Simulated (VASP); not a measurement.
Here is a VASP 6.6.1 calculation.

Contents of INCAR:

```
  PREC = Accurate
  ENCUT = 600
  EDIFF = 1E-7
  ISMEAR = 0
  SIGMA = 0.03
  LREAL = False
  LASPH = True
  NELM = 80
  ALGO = Normal
  ISIF = 3
  LWAVE = False
  LCHARG = False
  GGA = PE
  IBRION = 2
  NSW = 90
  EDIFFG = -0.005
```

KPOINTS

```
regular mesh
0
Gamma
  9 9 5
```

POSCAR

```
ZnS                                     
1.0
    3.8474588169     -0.0000000000     -0.0000000000
   -1.9237294084      3.3319970754      0.0000000000
    0.0000000000      0.0000000000      6.3104809475
  Zn              S             
     2     2
Direct
     0.3333333332999970    0.6666666667000030    0.0051796281950851
     0.6666666667000030    0.3333333332999970    0.5051796281950851
     0.3333333332999970    0.6666666667000030    0.3798203718049129
     0.6666666667000030    0.3333333332999970    0.8798203718049129
```

Potentials or basis: VASP PAW PBE potentials, release 64 (Zn, S).

Command:

```console
$ cat potpaw_PBE.64/Zn/POTCAR potpaw_PBE.64/S/POTCAR > POTCAR
$ mpirun -np 1 vasp_std > vasp.out
```

(1) What does it give for the relaxed volume?

(2) Predict the space group after relaxing (to 0.05 Å).

(3) Estimate the band gap on the k mesh.

(4) Estimate the relaxed cell.

Answers

(1) 20.23 Å³/atom.

(2) P6_3mc (No. 186).

(3) 2.07 eV, direct.

(4) a = 3.848 Å, b = 3.848 Å, c = 6.310 Å, α = 90.00°, β = 90.00°, γ = 120.00°.
